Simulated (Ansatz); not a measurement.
**Re under changes of volume**

One of the cells (14.714 Å³/atom); the others are scaled copies at fixed shape and fractional positions:

```
Re
1.0
     2.76080    0.00000    0.00000
    -1.38040    2.39092    0.00000
     0.00000    0.00000    4.45820
Re
2
Cartesian
  1.3804 0.7970 3.3436
  0.0000 1.5939 1.1145
```

- Program: Ansatz 0.2.0
- Functional: BHLYP
- Potentials or basis: Ansatz PAW
- Cutoff: 420 eV (not typed: the program's choice for these potentials)
- k mesh: 6 × 6 × 3
- Occupations: fermi-dirac, width 0.05 eV
- Spin: no spin polarisation

```csv
volume (Å³/atom),energy over the lowest point (meV/atom),pressure (GPa)
13.831,63.99,26.9
14.125,?,?
14.420,3.94,6.5
14.714,0.00,-2.1
15.008,11.24,-9.9
15.303,30.86,-16.6
15.597,67.32,-22.9
```

**Question.** What does the run at 14.125 Å³/atom give?

**Answer.** Energy over the lowest point 24.65 meV/atom; pressure 16.2 GPa.

Worked out: A Birch-Murnaghan fit of order 3 (a polynomial in V^(-2/3)) to the other rows has its minimum at 14.65 Å³/atom with B0 = V·E''(V) = 399 GPa and B' = 4.6 at fixed shape and positions, which overstates the stiffness. It gives 25.17 meV/atom at 14.125 Å³/atom, against the run's 24.65, and -dE/dV = 16.0 GPa, against 16.2.

Energies are extrapolated to zero smearing.

Caveats: all runs use coarse meshes; the PAW data sets come from PBE, with cores solved anew for the run's functional, which leaves a small shift of forces and pressure; the thresholds are loose for stress.
